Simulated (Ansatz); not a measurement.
## H in Sb

These are results of DFT PBE, scalar-relativistic, plane waves, PAW (Ansatz), not measurements.

Settings: cutoff 420 eV, Γ-centred mesh 12×12×12 on the computed 1-atom cell, Gaussian smearing of 0.10 eV; no spin polarisation for the host; each changed cell takes a mesh and smearing chosen by its own gap and starts from the host's moments or customary ones, or runs without spin. Cells and atoms are relaxed to the nearest stationary point that keeps the symmetry of their start (forces under 0.02 to 0.04 eV/Å, stress under 0.1 to 0.2 GPa); energies are at zero smearing, without zero-point or thermal terms.

Relaxed host (gap on the mesh 0 eV):

```yaml
crystal:
  lattice:
    - [3.11211, 0.00000, 0.00000]
    - [0.00000, 3.11211, 0.00000]
    - [0.00000, 0.00000, 3.11211]
  atoms:
    - { symbol: Sb, position: [0.00000, 0.00000, 0.00000] }
```

Cases: (1) 1 H in a 1×1×1 repeat of the cell, at (0.500 0.500 0.500) in fractions of that repeat, 2.70 Å from the nearest atom of the relaxed host; (2) 1 H in a 2×2×2 repeat of the cell, at (0.250 0.250 0.250) in fractions of that repeat, 2.70 Å from the nearest atom of the relaxed host.

The table gives the energy per H taken from half an H2 molecule (negative: uptake is favourable), the swelling and the final surroundings.

| case | formula | energy per H (eV) | ΔV (%) | principal strains (%) | nearest host atoms of the first H | gap (eV) |
| --- | --- | --- | --- | --- | --- | --- |
| 1 | SbH | 1.42 | -0.7 | -0.2 -0.2 -0.2 | 8 (Sb) from 2.69 Å | 0 |
| 2 | Sb8H | 1.64 | -0.2 | -0.1 -0.1 -0.1 | 8 (Sb) from 2.70 Å | 0 |

Each ion keeps what symmetry its start has, so a lower place off a symmetric site can be missed, above all for H.

Relaxed structure of case 1, the lowest per ion:

```
Sb H
1.0
     3.10478    0.00000    0.00000
     0.00000    3.10478    0.00000
     0.00000    0.00000    3.10478
Sb H
1 1
Direct
  0.00000 0.00000 0.00000
  0.50000 0.50000 0.50000
```

This form of Sb (Pm-3m) lies 0.06 eV/atom over the element's standard state.

Spin-orbit coupling is left out.

Cost: 3 runs of about 1.2 core-minutes in all, on Intel Xeon Platinum 8581C (Emerald Rapids) (shared hosts).